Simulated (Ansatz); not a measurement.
Zinc-blende ZnTe, relaxed in Ansatz (plane waves) with several semilocal functionals. Each gives its own volume and its own bulk modulus:

```
level   V0 (Å³/atom)  bulk modulus (GPa)   ln V0   ln B0
------  ------------  ------------------  ------  ------
LDA           26.927               55.49  3.2931  4.0162
r²SCAN        28.562               49.77  3.3521  3.9074
PBE           29.489               43.27  3.3840  3.7675
```

**Question.** Fit a straight line to ln B0 against ln V0. What does it predict for PBEsol, whose volume is 27.897 Å³/atom?

**Answer.** With x = ln V0 and y = ln B0: means 3.34307 and 3.89703; Σ(Δx Δy) = -0.01116, Σ(Δx²) = 0.004254, so the slope is -2.62. At x = 3.3285 the line gives y = 3.89703 + (-2.62) × (3.3285 − 3.34307) = 3.9352, or 51.17 GPa. The run with PBEsol gives 50.36 GPa, -1.6 % from the line. The rows used scatter about it by up to 3.5 %, while the largest value lies 28 % above the smallest. For comparison, PBE's own equation of state has B′ = 4.7, the slope −d ln B/d ln V at a fixed functional; the two needn't agree, since functionals also differ at one volume.

Measured: 51 ± 3 GPa (measured, room temperature, not corrected to a static lattice; as tabulated in Determination of phase transition pressures of ZnTe under quasihydrostatic …).

Ansatz's density-functional and Hartree–Fock values are scalar-relativistic unless marked +SOC, with PAW data made under PBE.

Ansatz is an electronic-structure program.
